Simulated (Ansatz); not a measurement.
The cell was built from the rocksalt type and relaxed in the same program; it needn't be a known or the stable phase. The listed cell was then made from it by scaling, straining or moving an atom.

BeS: DFT, PBE, PAW with Ansatz's default frozen-core files, scalar-relativistic (Ansatz 0.2.0). What sets it apart from a plain run of this crystal: volume scaled by 0.975.

Command: `ansatz run input.yaml --threads 1 --pin off --max-ram 2048MiB --backend cpu --events-out ev --progress --plain --runs-dir out` The run took 2.3 s on 1 thread of Arm Neoverse V1 (shared host), peak memory 0.3 GiB.

```yaml
crystal:
  lattice:
    - [0.0, 2.2950113052, 2.2950113052]
    - [2.2950113052, 0.0, 2.2950113052]
    - [2.2950113052, 2.2950113052, 0.0]
  atoms:
    - { symbol: Be, position: [0.0, 0.0, 0.0] }
    - { symbol: S, position: [0.5, 0.5, 0.5] }
kpoints:
  mp_grid: { grid: [13, 13, 13] }
scf:
  occupations: { method: fermi_dirac, width: 0.08 }
hamiltonian:
  xc: pbe
  pseudopotentials: { kind: paw }
output:
  forces: true
  stress: true
  eigenvalues: true
  efg: { contact_densities: true }
```

Output (standing set-up lines are left out):

```
Crystal: 2 atoms, lattice volume = 24.176 Å³
Basis set: ecut = 420 eV, 459 PW (Γ), exchange–correlation on 48×48×48 points (8 copies of the dense FFT grid, shifted against one another)
SCF iter   1: F=—  HF=-995.835530 eV  |F-HF|=—  |Δ(HF+E_count)|=         —  Δρ=1.38e-3  dr2=4.79e-4  ethr=1.77e-3  ⟨swp⟩=5.5  Hψ=5417  notcnv=0
preconditioner: auto → none  [insulator: Δε(μ)=1.035 eV  Ē_g=12.795 eV  σ=0.080 eV  W_gap=1.00  n_scr=0 (ndim 8)  ℏωp=21.4 eV  f_vac=0.000  D(μ)=0.00/eV (n_scr^D=0)  ε∞_Penn≈3.8]
SCF iter   2: F=—  HF=-995.835030 eV  |F-HF|=—  |Δ(HF+E_count)|=   5.00e-4  Δρ=5.39e-4  dr2=6.47e-5  ethr=5.99e-6  ⟨swp⟩=2.3  Hψ=1587  notcnv=0
SCF iter   3: F=—  HF=-995.835056 eV  |F-HF|=—  |Δ(HF+E_count)|=   2.63e-5  Δρ=2.64e-4  dr2=9.81e-6  ethr=8.08e-7  ⟨swp⟩=2.1  Hψ=993  notcnv=0
SCF iter   4: F=—  HF=-995.835092 eV  |F-HF|=—  |Δ(HF+E_count)|=   3.64e-5  Δρ=4.33e-5  dr2=3.72e-7  ethr=1.23e-7  ⟨swp⟩=2.0  Hψ=1008  notcnv=0
iter 5 did not close the SCF: its close was put off for the readings that it lacked (scf_convergence_deferred on its scf_iter line)
SCF iter   5: F=-995.835092 eV  HF=-995.835092 eV  |F-HF|=1.49e-9  |Δ(HF+E_count)|=   2.20e-7  Δρ=2.57e-6  dr2=4.73e-10  ethr=4.65e-9  ⟨swp⟩=2.9  Hψ=1098  notcnv=0
SCF iter   6: F=-995.835092 eV  HF=-995.835092 eV  |F-HF|=1.20e-10  |Δ(HF+E_count)|=   1.65e-9  Δρ=7.05e-7  dr2=1.76e-10  ethr=5.92e-12  ⟨swp⟩=1.0  Hψ=2018  notcnv=0
SCF 1 converged in 6 iterations: F = -995.835092 eV  dr2 = 1.76e-10
  greatest PAW one-centre occupation: 0.854 electrons in one spin orbital (limit 2), on the S atom at site 1 (counted from 0), in its partial waves of l = 0
SCF converged after 6 iterations
Free energy (F): -995.835092 eV
Harris-Foulkes:  -995.835092 eV  (|F-HF|=1.20e-10)
Internal energy: -995.835063 eV  (E = F + TS)
E sigma→0 (E₀):  -995.835078 eV
Entropy (-TS):   -0.000030 eV (-0.015 meV/atom)
Fermi energy:    8.908362 eV
--- Per-component energies (eV) ---
  E_band       = 19.259936
  E_kinetic    = 128.300747
  E_local      = -75.196374  (includes V_loc(G=0)·N_el)
  E_nonlocal   = 32.301161
  E_hartree    = 24.625895
  E_xc         = -117.493936
  E_vxc        = -109.200901  (∫ρ·V_xc dr)
  E_paw        = -659.679410  (= ΣΔE_a)
  E_vpaw       = -6.196600  (= ΣTr[D̂ρ^β])
  E_aug_tail   = 0.000001  (compensation charges beyond the density's cutoff)
  E_ewald      = -328.693147
  E_smearing   = -0.000030  (= −TS)
  E_closure    = 0.000000  (closes the sum)
  Σ components = -995.835092   (vs F -995.835092, Δ=0.00e0)
--- Forces (eV/Å), atoms counted from 1 ---
  atom   1  Be    -0.00000000     0.00000000     0.00000000
  atom   2  S      0.00000000    -0.00000000    -0.00000000
  max |Σ_I F_I| component: 3.17e-30 eV/Å
--- Stress (GPa, compression-positive) ---
        2.886281      -0.000000      -0.000000
       -0.000000       2.886281      -0.000000
        0.000000      -0.000000       2.886281
  P = ⅓ Tr σ = 2.8863 GPa (28.863 kbar)
--- PAW observables at the nuclei: V_zz in 10²¹ V/m², potentials from the cell's mean, atoms counted from 1 ---
  atom   1  Be V_zz =    +0.000000   η = 0.0000   by run symmetry: forbidden
            electrostatic potential = -241.519184 V   contact ρ = 238.036348 e/Å³
  atom   2  S  V_zz =    -0.000000   η = 0.0000   by run symmetry: forbidden
            electrostatic potential = -1634.755066 V   contact ρ = 19765.248849 e/Å³
--- Band table (eV; the first three rows and the last of 84) ---
  k-point 0: bands = ["-7.0132", "8.0216", "8.0216", "8.0216", "13.9504", "17.0435", "17.0435", "17.0435"]
  k-point 1: bands = ["-6.9227", "7.4366", "7.9937", "7.9937", "14.2187", "16.7594", "16.8647", "16.8647"]
  k-point 2: bands = ["-6.6563", "6.0957", "7.9267", "7.9267", "14.2376", "15.5898", "15.5898", "17.0409"]
  k-point 83: bands = ["-3.5682", "2.4913", "2.9558", "4.4324", "13.0318", "14.0891", "17.0482", "18.3337"]
```
